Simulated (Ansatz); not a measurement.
# HfS2: the cost of one run

Method: DFT PBE+D3(BJ), scalar-relativistic, plane waves, PAW, in Ansatz 0.2.0.

3 further runs of the same task are left out: 3 set aside as unsound or not needed.

**1. Starting point**

Symmetry: P-3m1, No. 164, trigonal system. The conventional cell has a = 3.606 Å, b = 3.606 Å, c = 5.769 Å, α = 90.00°, β = 90.00°, γ = 120.00°. Hf (site symmetry -3m) is surrounded by 6 S at 2.54 Å. S (site symmetry 3m) has 3 Hf at 2.54 Å as nearest neighbours.

Coordinates:

```cif
data_structure
_symmetry_space_group_name_H-M 'P-3m1'
_symmetry_Int_Tables_number 164
_cell_length_a 3.6056
_cell_length_b 3.6056
_cell_length_c 5.7690
_cell_angle_alpha 90.000
_cell_angle_beta 90.000
_cell_angle_gamma 120.000
_cell_volume 64.95
loop_
_atom_site_label
_atom_site_type_symbol
_atom_site_symmetry_multiplicity
_atom_site_Wyckoff_symbol
_atom_site_fract_x
_atom_site_fract_y
_atom_site_fract_z
_atom_site_occupancy
Hf1 Hf 1 a 0.00000 0.00000 0.00000 1
S1 S 2 d 0.66667 0.33333 0.74754 1
```

It goes back to an entry of the Materials Project.

This cell was relaxed beforehand with the same method: volume 21.65 Å³/atom, gap on the mesh 0.85 eV.

**2. States by energy, for transport**

Input file input.yaml:

```yaml
crystal:
  lattice:
    - [3.6055882523, 0.0, 0.0]
    - [-1.8027941262, 3.1225310221, 0.0]
    - [0.0, 0.0, 5.7689921283]
  atoms:
    - { symbol: Hf, position: [0.0, 0.0, 0.0] }
    - { symbol: S, position: [0.6666666667, 0.3333333333, 0.7475360132] }
    - { symbol: S, position: [0.3333333333, 0.6666666667, 0.2524639868] }
basis:
  ecutwfc: 420
kpoints:
  mp_grid: { grid: [12, 12, 6] }
hamiltonian:
  xc: pbe
  dispersion: d3bj
scf:
  occupations: { method: gaussian, width: 0.02 }
output:
  eigenvalues: true
  states_by_energy: {}
checkpoint:
  read: start.run
  write: ck
  compress: false
  write_wavefunctions: false
  write_every: 100000
```

Run with:

```bash
ansatz run input.yaml --threads 1 --pin off --max-ram 3072MiB --backend cpu --events-out ev --progress --plain --runs-dir out
```

**Question.** How long does this run take on 1 thread of AMD EPYC 9R45 (Zen 5), shared host, and how much memory does it need?

About 8.2 min, with a peak of 1.5 GiB.
